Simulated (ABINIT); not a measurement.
# CoO in ABINIT: the effect of Hubbard term

The system is CoO.

```
Co O
1.0
     1.60222    0.92504    2.56647
    -1.60222    0.92504    2.56647
     0.00000   -1.85008    2.56647
Co O
1 1
Cartesian
  0.0000 0.0000 7.6915
  0.0000 0.0000 5.7824
```

Measurements of this composition are mostly on another form, of space group No. 225.

Alike in all runs:

| Quantity | Value |
| --- | --- |
| Program | ABINIT 10.8.3 (patched build) |
| Task | projected density of states |
| Functional | LDA |
| Potentials or basis | JTH PAW PBE v2.0 |
| Cutoff | 707 eV |
| k mesh | 6 × 6 × 6 |
| Occupations | fermi-dirac, width 0.05 eV |
| Spin | collinear spin, ferromagnetic start |
| Starting moments | [2.0, 0.0] μB |
| Double counting (usepawu) | 1 |
| k mesh for the DOS | 8 × 8 × 8 |
| Fine-grid cutoff | 1306.15 eV |

```tsv
Hubbard term	pressure (GPa)	moment (μB)	largest force (eV/Å)
Co d U = 0 eV	-15.4	2.65	0.20
Co d U = 2 eV	-7.9	2.86	0.31
Co d U = 4 eV	?	?	?
Co d U = 6 eV	1.7	3.01	0.33
```

Q: What does the run with Hubbard term Co d U = 4 eV give?

A: Pressure 0.5 GPa; moment 3.00 μB; largest force 0.39 eV/Å.

Worked out: A straight line through the other rows of the pressure, of slope 2.79 GPa per eV, gives -3.5 GPa, against the run's 0.5. A straight line through the other rows of the moment, of slope 0.0568 μB per eV, gives 2.92 μB, against the run's 3.00. The largest force follows no smooth curve through the other rows.

Caveats: some runs use coarse meshes; the PAW data sets were made with another functional, which shifts forces and pressure a little; a cell with one magnetic atom can't hold antiferromagnetic order, which such compounds often take.
